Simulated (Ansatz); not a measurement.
**Structures of BeH₃: which is lowest?**

Plane-wave DFT in Ansatz with scalar-relativistic PAW potentials, cutoff 420 eV, Γ-centred meshes chosen by cell and gap, Gaussian smearing with energies taken to zero width. Every cell was relaxed (cell and atoms) in a run of its own, within the symmetry of its start. Functional: PBE.

Relaxed structures (starts from databases or built by putting these elements on another compound's sites):
A. Pm-3m, 4 atoms in the computed cell, a = 2.569 Å; sites (symmetry × multiplicity) Be m-3m × 1, H 4/mm.m × 3; start: built
B. Pm-3n, 8 atoms in the computed cell, a = 3.279 Å; sites (symmetry × multiplicity) Be m-3. × 2, H -4m.2 × 6; start: built

Rank them by energy. Could pressure change the order?

| structure | group | E − E(lowest) (meV/atom) | V (Å³/atom) | gap on mesh (eV) |
| --- | --- | --- | --- | --- |
| A | Pm-3m | 0.0 | 4.24 | 0.00 |
| B | Pm-3n | 129 | 4.41 | 0.00 |

A is lowest, 129 meV/atom under B. The lowest is also the densest of these, so pressure wouldn't bring one of the others in at first order. Other structures may lie lower than all of these, and vibrations aren't counted.